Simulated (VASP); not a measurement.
# BN (P6_3/mmc) in VASP: notebook, part 2 of 2

VASP 6.6.1. The steps go on from the part before.

**4. Relaxation of shape and atoms at fixed volume, PBE+D3(BJ) (a relaxed cell with its volume scaled by 0.91)**

Input file INCAR:

```
PREC     = Accurate       # precision mode
ENCUT    = 520            # plane-wave cutoff, eV
EDIFF    = 1E-7           # SCF threshold, eV
ISMEAR   = 0              # smearing method
SIGMA    = 0.02           # smearing width, eV
LREAL    = False          # projectors in reciprocal space
LASPH    = True           # aspherical terms in the spheres
NELM     = 60             # most SCF steps
ALGO     = Normal         # electronic algorithm
ISIF     = 4              # what is computed and relaxed
LWAVE    = False          # write WAVECAR
LCHARG   = False          # write CHGCAR
GGA      = PE             # functional
IVDW     = 12             # dispersion correction
IBRION   = 2              # ionic algorithm
NSW      = 80             # ionic steps
EDIFFG   = -0.002         # ionic threshold
```

Input file KPOINTS:

```
Automatic mesh
0
Gamma
  3 3 1
```

Input file POSCAR:

```
BN                                      
1.0
    2.4287221898     -0.0000000000     -0.0000000000
   -1.2143610949      2.1033351105     -0.0000000000
    0.0000000000      0.0000000000      6.9603805717
  B               N             
     2     2
Direct
     0.3333333300000021    0.6666666699999979    0.2500000000000000
     0.6666666699999979    0.3333333300000021    0.7500000000000000
     0.3333333300000021    0.6666666699999979    0.7500000000000000
     0.6666666699999979    0.3333333300000021    0.2500000000000000
```

Potentials or basis: VASP PAW PBE potentials, release 64 (B, N).

Started as:

```console
$ cat potpaw_PBE.64/B/POTCAR potpaw_PBE.64/N/POTCAR > POTCAR
$ mpirun -np 1 vasp_std > vasp.out
```

OUTCAR:

```text
PREC = Accurate
   ENCUT = 520
   EDIFF = 1E-7
   ISMEAR = 0
   LREAL = False
   LASPH = True
   NELM = 60
   ISIF = 4
   GGA = PE
   IVDW = 12
   IBRION = 2
   NSW = 80
   EDIFFG = -0.002
 IVDW          = 12

 ion  position               nearest neighbor table
   1  0.333  0.667  0.250-   4 1.40   4 1.40   4 1.40
   2  0.667  0.333  0.750-   3 1.40   3 1.40   3 1.40
   3  0.333  0.667  0.750-   2 1.40   2 1.40   2 1.40
   4  0.667  0.333  0.250-   1 1.40   1 1.40   1 1.40

  LATTYP: Found a hexagonal cell.
 ALAT       =     2.4287221898
 C/A-ratio  =     2.8658611516

  Lattice vectors:

 A1 = (   2.4287221898,   0.0000000000,   0.0000000000)
 A2 = (  -1.2143610949,   2.1033351105,   0.0000000000)
 A3 = (   0.0000000000,   0.0000000000,   6.9603805717)

Analysis of symmetry for initial positions (statically):
=====================================================================
 Subroutine PRICEL returns:
 Original cell was already a primitive cell.

 Routine SETGRP: Setting up the symmetry group for a
 hexagonal supercell.

 Subroutine GETGRP returns: Found 24 space group operations
 (whereof 12 operations were pure point group operations)
 out of a pool of 24 trial point group operations.

The static configuration has the point symmetry D_3d.
 The point group associated with its full space group is D_6h.

Analysis of symmetry for dynamics (positions and initial velocities):
=====================================================================
 Subroutine PRICEL returns:
 Original cell was already a primitive cell.

 Routine SETGRP: Setting up the symmetry group for a
 hexagonal supercell.

 Subroutine GETGRP returns: Found 24 space group operations
 (whereof 12 operations were pure point group operations)
 out of a pool of 24 trial point group operations.

The dynamic configuration has the point symmetry D_3d.
 The point group associated with its full space group is D_6h.

 Subroutine INISYM returns: Found 24 space group operations
 (whereof 12 operations are pure point group operations),
 and found     1 'primitive' translations

----------------------------------------------------------------------------------------

                                     Primitive cell

  volume of cell :      35.5565

  direct lattice vectors                    reciprocal lattice vectors
     2.428722190  0.000000000  0.000000000     0.411739146  0.237717707  0.000000000
    -1.214361095  2.103335111  0.000000000     0.000000000  0.475435414  0.000000000
     0.000000000  0.000000000  6.960380572     0.000000000  0.000000000  0.143670305

  length of vectors
     2.428722190  2.428722186  6.960380572     0.475435414  0.475435414  0.143670305

  position of ions in fractional coordinates (direct lattice)
     0.333333330  0.666666670  0.250000000
     0.666666670  0.333333330  0.750000000
     0.333333330  0.666666670  0.750000000
     0.666666670  0.333333330  0.250000000

  ion indices of the primitive-cell ions
   primitive index   ion index
                 1           1
                 2           2
                 3           3
                 4           4

----------------------------------------------------------------------------------------

 KPOINTS: Automatic mesh

Automatic generation of k-mesh.
 Grid dimensions read from file:
 generate k-points for:    3    3    1

[... 21 lines left out ...]
  0.333333 -0.000000  0.000000      6.000000
  0.333333  0.333333  0.000000      2.000000
   k-points           NKPTS =      3   k-points in BZ     NKDIM =      3   number of bands    NBANDS=     12
   number of dos      NEDOS =    301   number of ions     NIONS =      4
   total plane-waves  NPLWV =  17496
   dimension x,y,z NGX =    18 NGY =   18 NGZ =   54
   dimension x,y,z NGXF=    36 NGYF=   36 NGZF=  108
   ions per type =               2   2
   NGX,Y,Z   is equivalent  to a cutoff of  12.32, 12.32, 12.90 a.u.
   NGXF,Y,Z  is equivalent  to a cutoff of  24.64, 24.64, 25.80 a.u.
 SYSTEM =  unknown system
   PREC   = accura    normal or accurate (medium, high low for compatibility)
   ISTART =      0    job   : 0-new  1-cont  2-samecut
   ICHARG =      2    charge: 1-file 2-atom 10-const
   ISPIN  =      1    spin polarized calculation?
   LNONCOLLINEAR =      F non collinear calculations
   LSORBIT =      F    spin-orbit coupling
   LASPH  =      T    aspherical Exc in radial PAW
   ENCUT  =  520.0 eV  38.22 Ry    6.18 a.u.   4.52  4.52 12.94*2*pi/ulx,y,z
   NELM   =     60;   NELMIN=  2; NELMDL= -5     # of ELM steps
   EDIFF  = 0.1E-06   stopping-criterion for ELM
   LREAL  =      F    real-space projection
   EDIFFG = -.2E-02   stopping-criterion for IOM
   NSW    =     80    number of steps for IOM
   IBRION =      2    ionic relax: 0-MD 1-quasi-New 2-CG
   NFREE  =      1    steps in history (QN), initial steepest desc. (CG)
   ISIF   =      4    stress and relaxation
   ISYM   =      2    0-nonsym 1-usesym 2-fastsym
   POTIM  = 0.5000    time-step for ionic-motion
   TEBEG  =    0.0;   TEEND  =   0.0 temperature during run
   PSTRESS=    0.0 pullay stress
   NELECT =      16.0000    total number of electrons
   NUPDOWN=      -1.0000    fix difference up-down
   EMIN   =  10.00;   EMAX   =-10.00  energy-range for DOS
   EFERMI =   0.00;   METHOD = LEGACY
   ISMEAR =     0;   SIGMA  =   0.02  broadening in eV -4-tet -1-fermi 0-gaus
   EFERMI_NEDOS =   21; number of points for ismear=-14 and -15
   IALGO  =     38    algorithm
   IMIX   =      4    mixing-type and parameters
     AMIX     =   0.40;   BMIX     =  1.00
     AMIX_MAG =   1.60;   BMIX_MAG =  1.00
  volume/ion in A,a.u.               =       8.89        59.99
  Fermi-wavevector in a.u.,A,eV,Ry     =   1.254513  2.370685 21.412877  1.573802
  Thomas-Fermi vector in A             =   2.388314
   LORBIT       =      0    0 simple, 1 ext, 2 COOP (PROOUT), +10 PAW based schemes
   GGA     = PE    functional components
   LHFCALC =     F    Hartree Fock is set to
   AEXX    =    0.0000 exact exchange contribution
   IVDW    =    12    specifies the selected vdW correction
   LEPSILON=     F    determine dielectric tensor
   LRPA    =     F    only Hartree local field effects (RPA)
 conjugate gradient relaxation of ions
 non-spin polarized calculation
 Gauss-broadening in eV      SIGMA  =   0.02
  energy-cutoff  :      520.00
  volume of cell :       35.56
 maximum number of plane-waves:       991
 NGX is ok and might be reduce to    18
   NGX =  9   NGY =  9   NGZ = 25

--------------------------------------- Ionic step        1  -------------------------------------------

 number of electron      16.0000006 magnetization

 Free energy of the ion-electron system (eV)
  ---------------------------------------------------
  ext. energy  EPLUGINS =         0.00000000
  ---------------------------------------------------
  free energy    TOTEN  =       -34.62165902 eV

  energy without entropy =      -34.62165902  energy(sigma->0) =      -34.62165902

 E-fermi :   2.5117     XC(G=0):  -9.9145

 val. band max:        2.3348879637   @ k =   0.3333   0.3333   0.0000
 cond. band min:       7.2628503087   @ k =   0.0000   0.0000   0.0000
 fundamental gap:      4.9279623450
 Fermi energy:         2.5116613036

 k-point     1 :       0.0000    0.0000    0.0000
  band No.  band energies     occupation
      1     -15.9489      2.00000
      2     -15.7505      2.00000
      3      -4.1568      2.00000
      4      -2.5242      2.00000
      5       1.1687      2.00000
      6       1.1687      2.00000
      7       1.1880      2.00000
      8       1.1880      2.00000
      9       7.2629      0.00000
     10      12.2825      0.00000
     11      14.6901      0.00000
     12      14.7073      0.00000
[... 147 lines left out ...]
  FREE ENERGIE OF THE ION-ELECTRON SYSTEM (eV)
  ---------------------------------------------------
  free  energy   TOTEN  =       -35.4193253707 eV

  energy  without entropy=      -35.4193253707  energy(sigma->0) =      -35.41932537

[... ionic steps 4 to 14 ...]

--------------------------------------- Ionic step       15  -------------------------------------------

 number of electron      15.9999993 magnetization

------------------------ aborting loop because EDIFF is reached ----------------------------------------
[... 79 lines left out ...]
--------------------------------------- Ionic step       17  -------------------------------------------

 number of electron      15.9999993 magnetization

 Free energy of the ion-electron system (eV)
  ---------------------------------------------------
  ext. energy  EPLUGINS =         0.00000000
  ---------------------------------------------------
  free energy    TOTEN  =       -34.84537683 eV

  energy without entropy =      -34.84537683  energy(sigma->0) =      -34.84537683

 E-fermi :   2.4690     XC(G=0): -10.1250

 val. band max:        2.3644439211   @ k =   0.3333   0.3333   0.0000
 cond. band min:       7.2958301347   @ k =   0.3333   0.3333   0.0000
 fundamental gap:      4.9313862136
 Fermi energy:         2.4689942911

 k-point     1 :       0.0000    0.0000    0.0000
  band No.  band energies     occupation
      1     -15.3837      2.00000
      2     -15.0608      2.00000
      3      -3.8607      2.00000
      4      -1.6074      2.00000
      5       1.1448      2.00000
      6       1.1448      2.00000
      7       1.1866      2.00000
      8       1.1866      2.00000
      9       7.7536      0.00000
     10      12.9267      0.00000
     11      14.0071      0.00000
     12      14.0071      0.00000
[... 63 lines left out ...]
  FREE ENERGIE OF THE ION-ELECTRON SYSTEM (eV)
  ---------------------------------------------------
  free  energy   TOTEN  =       -35.4193269065 eV

  energy  without entropy=      -35.4193269065  energy(sigma->0) =      -35.41932691

 reached required accuracy - stopping structural energy minimisation
```

Run time: 23 s. Hardware: 1 thread of Intel Xeon Platinum 8259CL at 2.50GHz (Skylake/Cascade Lake), shared host; peak memory 0.15 GiB.

What came out:

* Free energy: -35.4193 eV
* Energy gained by relaxing: 58.0 meV/atom
* Ionic steps: 17
* Pressure after relaxing: 2.4 GPa
* Band gap on the k mesh: 4.93 eV, direct
* Dispersion energy per atom: -0.143 eV

The path:
| step | energy change (eV) | largest force (eV/Å) | pressure (GPa) | volume (Å³) |
| --- | --- | --- | --- | --- |
| 1 | 0.0000 | 0.0000 | 24.98 | 35.56 |
| 2 | -0.2276 | 0.0000 | -0.49 | 35.56 |
| 3 | -0.2319 | 0.0000 | 2.35 | 35.56 |
| 4 | -0.2318 | 0.0000 | 2.77 | 35.56 |
| 5 | -0.2318 | 0.0000 | 2.76 | 35.56 |
| 6 | -0.2318 | 0.0000 | 2.74 | 35.56 |
| 7 | -0.2318 | 0.0000 | 2.74 | 35.56 |
| 8 | -0.2318 | 0.0000 | 2.74 | 35.56 |
| 9 | -0.2318 | 0.0000 | 2.74 | 35.56 |
| 10 | -0.2318 | 0.0000 | 2.74 | 35.56 |
| 11 | -0.2318 | 0.0000 | 2.73 | 35.56 |
| 12 | -0.2318 | 0.0000 | 2.72 | 35.56 |
| 13 | -0.2318 | 0.0000 | 2.71 | 35.56 |
| 14 | -0.2318 | 0.0000 | 2.67 | 35.56 |
| 15 | -0.2318 | 0.0000 | 2.60 | 35.56 |
| 16 | -0.2319 | 0.0000 | 2.47 | 35.56 |
| 17 | -0.2319 | 0.0000 | 2.40 | 35.56 |

Final structure:
```
CELL_PARAMETERS angstrom
2.50068 0.00000 0.00000
-1.25034 2.16565 0.00000
0.00000 0.00000 6.56559
ATOMIC_POSITIONS crystal
B 0.33333 0.66667 0.25000
B 0.66667 0.33333 0.75000
N 0.33333 0.66667 0.75000
N 0.66667 0.33333 0.25000
```

Levels at points of the mesh, in eV from the valence-band top:
```tsv
k point	band 4	band 5	band 6	band 7	band 8	band 9	band 10	band 11	band 12
(0.00, 0.00, 0.00)	-3.97	-1.22	-1.22	-1.18	-1.18	5.39	10.56	11.64	11.64
```

Caveat: the k mesh is coarse (spacing up to 1.00 Å⁻¹), so the values aren't converged; an odd mesh through Γ misses points on the zone boundary, where band edges often lie.

**5. Relaxation of shape and atoms at fixed volume, PBE+D3(BJ) (a relaxed cell with its volume scaled by 1.09)**

INCAR is that of step 4.

KPOINTS is that of step 4.

Changes to POSCAR since step 4:

```diff
@@ -2,5 +2,5 @@
 1.0
-    2.4287221898     -0.0000000000     -0.0000000000
-   -1.2143610949      2.1033351105     -0.0000000000
-    0.0000000000      0.0000000000      6.9603805717
+    2.5793258418     -0.0000000000     -0.0000000000
+   -1.2896629209      2.2337616987     -0.0000000000
+    0.0000000000      0.0000000000      7.3919897271
   B               N
```

Started as:

```console
$ cat potpaw_PBE.64/B/POTCAR potpaw_PBE.64/N/POTCAR > POTCAR
$ mpirun -np 1 vasp_std > vasp.out
```

It took 9.6 s on 1 thread of Intel Xeon Platinum 8259CL at 2.50GHz (Skylake/Cascade Lake), shared host; peak memory 0.15 GiB.

It converged, with:

| Property | Result |
| --- | --- |
| Free energy | -35.4362 eV |
| Energy gained by relaxing | 45.1 meV/atom |
| Ionic steps | 3 |
| Pressure after relaxing | -1.1 GPa |
| Band gap on the k mesh | 4.51 eV, indirect (least direct gap 4.65 eV) |
| Dispersion energy per atom | -0.116 eV |

The path:
| step | energy change (eV) | largest force (eV/Å) | pressure (GPa) | volume (Å³) |
| --- | --- | --- | --- | --- |
| 1 | 0.0000 | 0.0000 | -16.45 | 42.59 |
| 2 | -0.1796 | 0.0000 | -2.18 | 42.59 |
| 3 | -0.1804 | 0.0000 | -1.10 | 42.59 |

Final structure:
```
CELL_PARAMETERS angstrom
2.50962 0.00000 0.00000
-1.25481 2.17339 0.00000
0.00000 0.00000 7.80832
ATOMIC_POSITIONS crystal
B 0.33333 0.66667 0.25000
B 0.66667 0.33333 0.75000
N 0.33333 0.66667 0.75000
N 0.66667 0.33333 0.25000
```

Levels at points of the mesh, in eV from the valence-band top:
```tsv
k point	band 5	band 6	band 7	band 8	band 9	band 10	band 11	band 12
(0.00, 0.00, 0.00)	-1.33	-1.33	-1.32	-1.32	4.51	8.42	10.82	11.50
```

Caveat: the k mesh is coarse (spacing up to 0.94 Å⁻¹), so the values aren't converged; an odd mesh through Γ misses points on the zone boundary, where band edges often lie.

**6. Summary**

| cell | gap on the mesh (eV) | pressure (GPa) |
| --- | --- | --- |
| relaxed at fixed volume from: a relaxed cell with its volume scaled by 0.94 | 4.84 | 1.4 |
| relaxed at fixed volume from: a relaxed cell with its volume scaled by 1.06 | 4.60 | -0.8 |
| relaxed at fixed volume from: a relaxed cell with its volume scaled by 0.91 | 4.93 | 2.4 |
| relaxed at fixed volume from: a relaxed cell with its volume scaled by 1.09 | 4.51 | -1.1 |

Alike in all rows: task relaxation of shape and atoms at fixed volume; level PBE+D3(BJ); potentials or basis VASP PAW PBE potentials, release 64 (B, N); no spin polarisation; k mesh 3 × 3 × 1; cutoff (eV) 520; smearing gaussian 0.02 eV; the mesh is coarse, so values aren't converged.

Caveats: all runs use coarse meshes; an odd mesh through Γ misses points on the zone boundary, where band edges often lie.

Total energies depend on the potentials used, so only differences within one code and one set of settings carry meaning.
